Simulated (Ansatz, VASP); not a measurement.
# Cross-check of Al35PtN36 (Pt_Al) between VASP and Ansatz, part 2 of 2

One calculation is typed for both programs; each brings its own data sets. How far apart do they land? Of the first pair: The structure shown is the start of the Ansatz relaxation below; VASP solves that cell, so the two are compared at the walk's first step.

VASP 6.6.1 and Ansatz 0.2.0.

So far: The starting structure; Ansatz: relaxation, r2SCAN.

## (3) VASP: single point, r2SCAN, start cell, pair 1

Level of this step: r2SCAN; plane waves and PAW (Al, N, Pt) (VASP).

The same cell, functional and mesh now go to VASP, with its own data sets.

Lines of VASP's logs that name or quote its potential files are left out, and so is its time.

INCAR reads:

```
SYSTEM = Al35PtN36
PREC = Accurate
ENCUT = 580
EDIFF = 1E-06
NELM = 120
ISMEAR = 0
SIGMA = 0.01
LREAL = Auto
ALGO = Normal
METAGGA = R2SCAN
LASPH = .TRUE.
NELECT = 294
NBANDS = 200
LORBIT = 11
LWAVE = .FALSE.
LCHARG = .FALSE.
ISIF = 2
ISYM = 0
GGA_COMPAT = .FALSE.
EFERMI = MIDGAP
LMIXTAU = .TRUE.
NCORE = 2
```

POSCAR reads:

```
Al35PtN36
1.0
    9.3195655359      0.0000000860      0.0000000000
   -4.6597828424      8.0709804634      0.0000000000
    0.0000000000      0.0000000000      9.9564777190
Al N Pt
35 36 1
Direct
    0.2234764810      0.1089468603      0.2537679560
    0.1115386082      0.2202386685      0.5041698622
    0.2160329254      0.1078500915      0.7494507807
    0.1057096600      0.2204184484      0.9972903350
    0.2228456412      0.4429574569      0.2543057968
    0.1112080490      0.5510880630      0.4968915855
    0.2208904666      0.4425131491      0.7448424241
    0.1125912420      0.5511517480      0.0003740561
    0.2275600521      0.7778913614      0.2504823563
    0.1062584340      0.8896516382      0.5005150557
    0.2260924317      0.7801089359      0.7535054275
    0.1067073503      0.8904584794      0.9994858906
    0.5572209579      0.1112567372      0.2448076588
    0.4486287410      0.2260349867      0.4962669670
    0.5508717877      0.1095812283      0.7527994549
    0.4499045165      0.2232633284      0.9978323942
    0.5578631481      0.4419124750      0.2527349602
    0.5576514160      0.4457660340      0.7543204748
    0.4394940565      0.5552423256      0.9973611432
    0.5614266192      0.7801288803      0.2480952672
    0.4495534719      0.8909917443      0.5024103042
    0.5563977953      0.7832877283      0.7481650851
    0.4477554458      0.8881319926      0.9960077529
    0.8889285591      0.1063972249      0.2472383376
    0.7730975238      0.2199963117      0.4963132686
    0.8858533771      0.1086463941      0.7538886956
    0.7727452318      0.2211516856      0.0021988982
    0.8917394134      0.4493589025      0.2465664133
    0.7807057116      0.5552685889      0.4954906885
    0.8919466585      0.4462833158      0.7539595037
    0.7765974628      0.5597591214      0.9975597074
    0.8879221095      0.7810493350      0.2461014898
    0.7735623027      0.8832646747      0.4979561186
    0.8884128686      0.7723173104      0.7506850526
    0.7745670057      0.8899384611      0.9960989498
    0.2235449489      0.1132678966      0.4451004788
    0.1103978976      0.2165786423      0.1897699220
    0.2190034615      0.1060738513      0.9375494290
    0.1049619049      0.2197540930      0.6906204377
    0.2239215930      0.4455842753      0.4355767293
    0.1061024152      0.5532908934      0.1874515318
    0.2210683319      0.4450041723      0.9452161965
    0.1109243083      0.5557079479      0.6954125942
    0.2199760833      0.7816543491      0.4404542574
    0.1118814119      0.8926465654      0.1865429776
    0.2242400973      0.7767652281      0.9360436756
    0.1108143712      0.8837647449      0.6922607768
    0.5580849199      0.1170741221      0.4391044829
    0.4424784397      0.2242775794      0.1865785323
    0.5495494079      0.1068132870      0.9401863053
    0.4495089502      0.2265854774      0.6927280103
    0.5526335780      0.4424886132      0.4359944473
    0.4403143064      0.5570794010      0.1920491417
    0.5583921858      0.4425754675      0.9436331065
    0.4437782045      0.5518551286      0.6942704232
    0.5571038239      0.7810554097      0.4361377711
    0.4500648798      0.8897713226      0.1893007802
    0.5547973615      0.7771410154      0.9354200615
    0.4394830234      0.8844624262      0.6927913861
    0.8827209242      0.1075353767      0.4404868995
    0.7825657710      0.2220457528      0.1924876502
    0.8924227666      0.1111033445      0.9366229969
    0.7817546303      0.2283096758      0.6900739593
    0.8896406644      0.4471709404      0.4359254470
    0.7755039375      0.5593607807      0.1910476831
    0.8855997784      0.4444954290      0.9364497429
    0.7725684876      0.5558462140      0.6906044682
    0.8948496369      0.7822115233      0.4405421399
    0.7783929472      0.8838581589      0.1903549682
    0.8869693966      0.7723749242      0.9380527194
    0.7756797476      0.8894927904      0.6948630023
    0.4389816721      0.5553517299      0.4994913001
```

KPOINTS reads:

```
Points of the shifted mesh
1
Reciprocal
 0.2500000000  0.2500000000  0.2500000000 1
```

Potentials, in the order of the species: Al, N and Pt (PBE family, release 64).

The run is started by

```sh
$ mpirun -np 8 vasp_std
```

Numbers of over 12 decimals in the logs are rounded to 6 here.

The log of the run:

```text
[banner, memory and clock lines left out]
running    8 mpi-ranks, on    1 nodes
[...]
|                                                                             |
|               ----> ADVICE to this user running VASP <----                  |
|                                                                             |
|     You enforced a specific xc type in the INCAR file but a different       |
|     [... a line on the potential file left out ...]
|     I HOPE YOU KNOW WHAT YOU ARE DOING!                                     |
|                                                                             |

 LDA part: xc-table for (None), standard interpolation
 POSCAR, INCAR and KPOINTS ok, starting setup
[...]
entering main loop
       N       E                     dE             d eps       ncg     rms          rms(c)
DAV:   1     0.116905203464E+04    0.11691E+04   -0.15258E+05   400   0.151E+03
DAV:   2    -0.739547530246E+03   -0.19086E+04   -0.18267E+04   488   0.302E+02
DAV:   3    -0.893502307934E+03   -0.15395E+03   -0.15260E+03   488   0.938E+01
DAV:   4    -0.896048475313E+03   -0.25462E+01   -0.25359E+01   480   0.124E+01
DAV:   5    -0.896097664562E+03   -0.49189E-01   -0.49124E-01   488   0.162E+00BRMIX: very serious problems
 the old and the new charge density differ
 old charge density:   295.00000 new  294.00000
    0.648E+01
DAV:   6    -0.762069780537E+03    0.13403E+03   -0.32988E+02   464   0.388E+01    0.406E+01
DAV:   7    -0.734691576168E+03    0.27378E+02   -0.40083E+01   464   0.170E+01    0.178E+01
DAV:   8    -0.730702851289E+03    0.39887E+01   -0.66574E+00   440   0.755E+00    0.131E+01
DAV:   9    -0.728490119002E+03    0.22127E+01   -0.39939E+00   440   0.408E+00    0.729E+00
[...]
DAV:  19    -0.733451729147E+03   -0.32820E-04   -0.38295E-05   464   0.163E-02    0.127E-02
DAV:  20    -0.733451730648E+03   -0.15003E-05   -0.60166E-06   384   0.504E-03    0.148E-02
DAV:  21    -0.733451731314E+03   -0.66653E-06   -0.22014E-06   288   0.371E-03
   1 F= -.73345173E+03 E0= -.73345173E+03  d E =-.583267E-07
```

Parts of OUTCAR (step 3):

```text
 POSITION                                       TOTAL-FORCE (eV/Angst)
 -----------------------------------------------------------------------------------
      1.57504      0.87931      2.52663        -0.381157      0.185670     -0.685752
      0.01323      1.77754      5.01976        -0.964404     -0.786441     -0.709704
      1.51078      0.87046      7.46189         0.914365      0.116252     -0.081340
     -0.04193      1.77899      9.92950         1.628477      0.032940      0.636626
      0.01274      3.57510      2.53199        -0.683439     -0.596537     -3.026453
     -1.53154      4.44782      4.94729        -1.569583      1.549920      1.089246
     -0.00341      3.57152      7.41601        -1.136451     -0.463756      1.592019
     -1.51895      4.44834      0.00372        -1.369887      1.018784     -0.561506
     -1.50404      6.27835      2.49392        -1.039720      0.218370     -0.511537
     -3.15530      7.18036      4.98337         1.388428      0.156900      0.624123
     -1.52806      6.29624      7.50226        -0.975838     -0.781628     -0.611019
     -3.15488      7.18687      9.95136         1.181848     -0.544480     -0.383969
      4.67463      0.89795      2.43742        -0.216396      0.300030      0.483091
      3.12775      1.82432      4.94107        -0.507165     -1.149368      1.559836
[...]
-----------------------------------------------------------------------------------
    total drift:                                0.000944     -0.004868      0.036922

  FREE ENERGIE OF THE ION-ELECTRON SYSTEM (eV)
  ---------------------------------------------------
  free  energy   TOTEN  =      -733.4517313143 eV

  energy  without entropy=     -733.4517312559  energy(sigma->0) =     -733.45173129
```

The run ends at a pressure of 0.97 GPa, with forces up to 5.3 eV/Å.

## (4) Side by side

Known differences besides the potentials themselves: VASP keeps PBE cores, Ansatz makes them for the functional; fixed occupations in Ansatz, narrow Gaussian smearing in VASP; the cutoff is 500 eV in Ansatz and 580 eV in VASP (PREC = Accurate, projectors in real space). Total energies have different zeros and are not compared.

Forces on 8 of the 72 atoms, those with the largest forces and the largest differences (eV/Å; atoms numbered as in POSCAR):

```csv
atom,"Ansatz x, y, z","VASP x, y, z"
Al5,"-0.674, -0.596, -3.032","-0.683, -0.597, -3.026"
Al6,"-1.571, 1.561, 1.099","-1.570, 1.550, 1.089"
Al17,"-0.913, 0.415, -2.298","-0.919, 0.423, -2.297"
N40,"-3.663, -3.519, 0.558","-3.832, -3.603, 0.524"
N52,"2.685, -0.960, 0.023","2.830, -0.982, -0.017"
N55,"-0.425, 0.817, 1.314","-0.426, 0.804, 1.468"
N56,"0.394, 3.537, -0.040","0.418, 3.593, -0.075"
N62,"-1.546, -0.229, 1.266","-1.554, -0.228, 1.272"
```

The forces differ by 22 meV/Å r.m.s., which is 2.3 % of the r.m.s. force of 0.950 eV/Å (both taken over all components). The cell carries a charge of +1 e against a uniform background, so its pressure also hangs on how the neutralising background is counted, and in a defect's cell a gap may be the spacing between its levels.

## (5) Ansatz: relaxation, r2SCAN

This run makes the geometry at which the two programs are then compared.

The structure compared here is the end of the Ansatz relaxation.

input.yaml reads:

```yaml
crystal:
  lattice:
    - [3.10652185, 3.0e-08, 0.0]
    - [-1.55326095, 2.69032682, 0.0]
    - [0.0, 0.0, 4.97823886]
  atoms:
    - { symbol: Al, position: [0.66666667, 0.33333333, 0.49920333] }
    - { symbol: Al, position: [0.33333333, 0.66666667, 0.99920333] }
    - { symbol: "N", position: [0.66666667, 0.33333333, 0.88079667] }
    - { symbol: "N", position: [0.33333333, 0.66666667, 0.38079667] }
  supercell: [3, 3, 2]
  defects: [{ substitution: { at: 33, symbol: Pt } }]
total_charge: 1
basis:
  ecutwfc: 500
  xc_grid: 2
hamiltonian:
  xc: r2scan
  pseudopotentials: { kind: paw, azcp: { folder: soft_1 } }
kpoints:
  mp_grid: { grid: [1, 1, 1], shift: [0.25, 0.25, 0.25] }
scf:
  occupations: { method: fixed }
  max_iter: 100
output:
  forces: true
  charged_corrections: { epsilon: [4.49, 4.49, 4.72], static_epsilon: [8.15, 8.15, 9.65] }
relax:
  f_tol: 0.02
  max_steps: 80
  random_displacement: { amplitude: 0.05, seed: 7479 }
checkpoint:
  write: "../qp1.relax.run"
  compress: false
  write_wavefunctions: true
  write_every: 100000
```

The run is started by

```sh
$ ansatz run input.yaml --threads 4 --pin off --max-ram 7536MiB --backend cpu --events-out ev --progress --plain --runs-dir out
```

The log of the run:

```text
[...]
Crystal: 72 atoms, lattice volume = 748.907 Å³
Basis set: ecut = 500 eV, 18913 PW (Γ), exchange–correlation on 144×144×150 points (8 copies of the dense FFT grid, shifted against one another)
Bands: 223, of which v1, the nominal top of the filled ones, is band 151 counted from 1 (150 counted from 0)
Symmetry: 1 space group operations
k-points: 1
[...]
SCF iter   1: F=—  HF=-45461.744142 eV  |F-HF|=—  |Δ(HF+E_count)|=         —  Δρ=1.41e-1  dr2=1.84e2  dr2_τ=2.06e1  ethr=3.10e-3  ⟨swp⟩=5.0  Hψ=688  notcnv=0  defer=70
[...]
- { symbol: N, position: [0.110412, 0.554160, 0.690469] }
[...]
- { symbol: Pt, position: [0.448997, 0.573543, 0.477410] }
[...]
- { symbol: Al, position: [0.888415, 0.776701, 0.249165] }
    - { symbol: Al, position: [0.788631, 0.896825, 0.503817] }
    - { symbol: N, position: [0.887184, 0.776104, 0.440203] }
    - { symbol: N, position: [0.780981, 0.889999, 0.188205] }
    - { symbol: Al, position: [0.889260, 0.777129, 0.750826] }
    - { symbol: Al, position: [0.779863, 0.889942, 0.998392] }
    - { symbol: N, position: [0.888744, 0.777146, 0.940488] }
    - { symbol: N, position: [0.780507, 0.890462, 0.692521] }
```

## (6) VASP: single point, r2SCAN, relaxed cell, pair 2

The same cell, functional and mesh now go to VASP, with its own data sets.

INCAR is that of step 3.

POSCAR reads:

```
Al35PtN36
1.0
    9.3195655422      0.0000000883      0.0000000000
   -4.6597828476      8.0709804676      0.0000000000
    0.0000000000      0.0000000000      9.9564777200
Al N Pt
35 36 1
Direct
    0.2205535396      0.1080602254      0.2488413830
    0.1066995578      0.2114218674      0.5029043457
    0.2205240446      0.1079672182      0.7511531774
    0.1108732069      0.2205026300      0.9979281859
    0.2146279626      0.4373527655      0.2474764057
    0.1074430810      0.5522760983      0.5012315848
    0.2197610046      0.4424383446      0.7478695496
    0.1103741469      0.5549698223      0.9988973566
    0.2222148285      0.7757848718      0.2491131933
    0.1095219778      0.8832918653      0.4993611234
    0.2216592248      0.7766727819      0.7505138329
    0.1105724898      0.8871666422      0.0003908295
    0.5548827646      0.1118724079      0.2489737602
    0.4365076932      0.2140029209      0.5028286355
    0.5562787916      0.1127094898      0.7508917147
    0.4426945680      0.2209917104      0.9981143730
    0.5550994687      0.4399054893      0.2459576714
    0.5552480209      0.4436418142      0.7482408594
    0.4443330448      0.5572759580      0.0018954657
    0.5623337012      0.7891340153      0.2458651193
    0.4441977205      0.8964231727      0.5030449177
    0.5589895018      0.7837153718      0.7498812822
    0.4436238966      0.8898489911      0.9987139805
    0.8899024484      0.1114119661      0.2497098600
    0.7772907196      0.2211776086      0.4992557736
    0.8890846723      0.1125278954      0.7511511293
    0.7775244529      0.2221245699      0.0003583748
    0.8877438858      0.4434500991      0.2490250349
    0.7774350181      0.5558858312      0.5014490975
    0.8877387512      0.4433625200      0.7499804552
    0.7775185079      0.5554179067      0.9989025744
    0.8884148190      0.7767012229      0.2491650596
    0.7886311585      0.8968245656      0.5038171943
    0.8892600091      0.7771292946      0.7508264885
    0.7798628658      0.8899418860      0.9983917681
    0.2184148615      0.1044137241      0.4399758080
    0.1108707072      0.2190200351      0.1873557983
    0.2208202331      0.1087989017      0.9403104898
    0.1112198979      0.2201387689      0.6921034133
    0.2000955225      0.4220993656      0.4375957497
    0.1101462208      0.5534126504      0.1897295295
    0.2243351209      0.4453628047      0.9399717240
    0.1104124339      0.5541601446      0.6904691147
    0.2236026816      0.7741475967      0.4404954624
    0.1105030666      0.8857678508      0.1907927275
    0.2216834526      0.7769063770      0.9403740098
    0.1105753246      0.8863710975      0.6897018462
    0.5546697403      0.1143800087      0.4396797344
    0.4424227033      0.2203892572      0.1880711943
    0.5556553709      0.1121011429      0.9403848478
    0.4427067876      0.2213407256      0.6917610197
    0.5523261939      0.4300429120      0.4375969028
    0.4446778024      0.5583590211      0.2026677058
    0.5530958461      0.4459448248      0.9404080811
    0.4461766017      0.5607825387      0.6862236281
    0.5790757153      0.8151098277      0.4374752803
    0.4439914086      0.8899775078      0.1889820648
    0.5552378666      0.7776329958      0.9411683126
    0.4445959913      0.8903742303      0.6917063259
    0.8904844645      0.1131060585      0.4397891601
    0.7774141445      0.2212539874      0.1908777716
    0.8885710921      0.1120641914      0.9403322870
    0.7775089386      0.2218305628      0.6898385033
    0.8863262199      0.4438520727      0.4397982374
    0.7763822198      0.5541288869      0.1897759874
    0.8880138140      0.4441369811      0.9401782306
    0.7765871811      0.5546894155      0.6905976795
    0.8871840590      0.7761037701      0.4402027207
    0.7809807171      0.8899990155      0.1882050207
    0.8887440922      0.7771461292      0.9404877702
    0.7805069573      0.8904623098      0.6925205976
    0.4489971410      0.5735427999      0.4774100750
```

KPOINTS is that of step 3.

The run is started by

```sh
$ mpirun -np 8 vasp_std
```

The log of the run:

```text
[banner, memory and clock lines left out]
running    8 mpi-ranks, on    1 nodes
[...]
[... a notice as in an earlier step ...]

 LDA part: xc-table for (None), standard interpolation
 POSCAR, INCAR and KPOINTS ok, starting setup
[...]
entering main loop
       N       E                     dE             d eps       ncg     rms          rms(c)
DAV:   1     0.116477032043E+04    0.11648E+04   -0.15257E+05   400   0.151E+03
DAV:   2    -0.747987821928E+03   -0.19128E+04   -0.18313E+04   496   0.302E+02
DAV:   3    -0.896660352542E+03   -0.14867E+03   -0.14744E+03   488   0.914E+01
DAV:   4    -0.899046497255E+03   -0.23861E+01   -0.23769E+01   480   0.121E+01
DAV:   5    -0.899093237186E+03   -0.46740E-01   -0.46682E-01   496   0.159E+00BRMIX: very serious problems
 the old and the new charge density differ
 old charge density:   295.00000 new  294.00000
    0.588E+01
DAV:   6    -0.767013726849E+03    0.13208E+03   -0.32903E+02   464   0.381E+01    0.388E+01
DAV:   7    -0.741637783832E+03    0.25376E+02   -0.38008E+01   456   0.189E+01    0.160E+01
DAV:   8    -0.732720150948E+03    0.89176E+01   -0.46532E+00   440   0.757E+00    0.969E+00
DAV:   9    -0.733941390251E+03   -0.12212E+01   -0.29896E+00   440   0.455E+00    0.143E+00
[...]
DAV:  20    -0.737100982912E+03   -0.14950E-05   -0.14130E-06   296   0.470E-03    0.169E-03
DAV:  21    -0.737100981677E+03    0.12348E-05   -0.12804E-06   288   0.447E-03    0.124E-03
DAV:  22    -0.737100982216E+03   -0.53878E-06   -0.31949E-07   248   0.201E-03
   1 F= -.73710098E+03 E0= -.73710098E+03  d E =0.000000E+00
```

OUTCAR, selected parts (step 6):

```text
 POSITION                                       TOTAL-FORCE (eV/Angst)
 -----------------------------------------------------------------------------------
      1.55193      0.87215      2.47758         0.002241      0.000890     -0.004189
      0.00921      1.70638      5.00716         0.002891      0.000942      0.012345
      1.55208      0.87140      7.47884         0.002187      0.002477     -0.003694
      0.00580      1.77967      9.93585        -0.001115      0.000380     -0.001129
     -0.03773      3.52987      2.46399         0.002222      0.002305      0.012199
     -1.57216      4.45741      4.99050         0.005587     -0.001471      0.007714
     -0.01359      3.57091      7.44615         0.001598      0.005154      0.000478
     -1.55740      4.47915      9.94550        -0.002279      0.001286     -0.006687
     -1.54404      6.26134      2.48029        -0.001765      0.000926     -0.005171
     -3.09525      7.12903      4.97188         0.002786      0.000875     -0.004190
     -1.55336      6.26851      7.47247         0.004124     -0.003632     -0.006706
     -3.10352      7.16030      0.00389         0.001175     -0.001447      0.002464
      4.64997      0.90292      2.47890        -0.004027      0.000351     -0.003527
      3.07085      1.72721      5.00640         0.003047      0.004825      0.010246
[...]
-----------------------------------------------------------------------------------
    total drift:                                0.003458     -0.003083     -0.153390

  FREE ENERGIE OF THE ION-ELECTRON SYSTEM (eV)
  ---------------------------------------------------
  free  energy   TOTEN  =      -737.1009822157 eV

  energy  without entropy=     -737.1009822157  energy(sigma->0) =     -737.10098222
```

The run ends at a pressure of -0.82 GPa, with forces up to 0.100 eV/Å.

## (7) Differences

The two programs side by side:

```csv
quantity,Ansatz,VASP,difference
gap on the k mesh (eV),0.535,0.525,+0.010
```

At this near-relaxed geometry the largest component of a force difference is 93 meV/Å. A gap on the mesh is an upper bound, since the band edges may lie between its points; neither run holds spin-orbit coupling, which can move the band edges of a compound of Pt. The cell carries a charge of +1 e against a uniform background, so its pressure also hangs on how the neutralising background is counted, and in a defect's cell a gap may be the spacing between its levels.

## (8) Results

```json
{"r.m.s. force difference (single point, r2SCAN, start cell, pair 1)": "2.3 % of the r.m.s. force", "difference in gap on the k mesh (single point, r2SCAN, relaxed cell, pair 2)": "0.010 eV", "r.m.s. force difference (single point, r2SCAN, relaxed cell, pair 2)": "12 meV/Å"}
```

**Reading.** The r.m.s. force difference is 12 meV/Å (single point, r2SCAN, relaxed cell, pair 2), at about the 12 meV/Å picked in this series as the mark of a large difference. The data sets hold unlike numbers of valence electrons (302 in Ansatz and 294 in VASP), so part of the differences comes from the potentials. Such differences can come from data sets, numerical settings and the points named under the comparisons, not from the functional's error against experiment.

[Lines on the potential files, build, host, timing and source positions are cut from VASP's logs without a mark.]

[Logs are printed without paths, hosts, clocks, repeated set-up lines and the standing remarks that a program may print on its own settings, such as how far it seeks lower states.]

[Hosts, paths, dates, database ids (printed as entryN), source tags and the programs' standing remarks are cut or masked in the printed files.]
